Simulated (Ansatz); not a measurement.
## Does Mg2ZnO3 in P-3m1 form from MgO and ZnO?

Plane-wave DFT in Ansatz with scalar-relativistic PAW potentials, cutoff 420 eV, Γ-centred meshes chosen by cell and gap, Gaussian smearing with energies taken to zero width. Every cell was relaxed (cell and atoms) in a run of its own, within the symmetry of its start. Functional: PBEsol.

The ternary relaxed to P-3m1, 6 atoms in the computed cell, a = 2.997 Å, c = 7.307 Å; sites (symmetry × multiplicity) Mg 3m. × 2, Zn -3m. × 1, O -3m. × 1 + 3m. × 2.

Total energies hold large constants for each element; a whole number of eV per atom of each element is taken off below, which cancels in a balanced reaction.

```csv
compound,lowest structure computed,structures tried,V (Å³/atom),gap on mesh (eV),"E (eV per formula unit, common shift removed)"
Mg2ZnO3,P-3m1,1,9.47,3.06,-14.6604
MgO,Fm-3m,4,9.35,4.62,-5.8714
ZnO,P6_3mc,4,11.78,0.70,-3.1290
```

**Question.** Balance the reaction and work out its energy at 0 K.

**Answer.** The balance is 2 MgO + ZnO → Mg2ZnO3. ΔE = 0.212 eV per formula unit, 35 meV/atom, and the volume changes by -6.8 %. This form of the ternary lies above these binaries, so at 0 K it is at best metastable, by at least this much: a few tens of meV per atom are within reach of entropy at synthesis temperatures (k_BT is 86 meV at 1000 K), though mixing entropy favours a disordered solid solution, not this ordered cell. The ternary is denser, so pressure favours it: ΔE/ΔV with rigid cells gives about 8 GPa, a scale only, since the binaries may first turn into denser forms of their own. Against the elements it is bound by 2.30 eV/atom, 65 times the size of this reaction energy: the binaries together are bound more strongly still, and stability is decided by the small difference. A lower form of a binary that wasn't tried would raise the value, and a lower form of the ternary would lower it.